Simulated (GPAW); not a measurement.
Ru:

```
Ru
1.0
     2.70580    0.00000    0.00000
    -1.35290    2.34329    0.00000
     0.00000    0.00000    4.28190
Ru
2
Direct
  0.66667 0.33333 0.75000
  0.33333 0.66667 0.25000
```

* Program: GPAW 26.7.0
* Task: relaxation of cell and atoms
* Functional: AM05
* Potentials or basis: PAW data sets generated in the run's folder for this functional
* Cutoff: 600 eV
* Basis: pw
* k mesh: 8 × 8 × 5
* Occupations: fermi-dirac, width 0.05 eV
* Spin: no spin polarisation

At the start: pressure -9.4 GPa; volume 13.57 Å³/atom.

Q: How do energy, volume and symmetry change on relaxing?

A: Over 3 steps the energy falls by 11.0 meV/atom and the volume is 13.18 Å³/atom (-2.9 %); space group P6_3/mmc (No. 194, to 0.05 Å).

Step by step:
```
step  energy change (eV)  largest force (eV/Å)  pressure (GPa)  volume (Å³)
   1              0.0000                0.0000           -9.43        27.15
   2             -0.0186                0.0000           -4.00        26.69
   3             -0.0220                0.0000            0.17        26.36
```

Final structure:
```
Ru
1.0
     2.68034    0.00000    0.00000
    -1.34017    2.32124    0.00000
     0.00000    0.00000    4.23732
Ru
2
Cartesian
  1.3402 0.7737 3.1780
  0.0000 1.5475 1.0593
```

Caveat: later steps reuse the first step's grids.
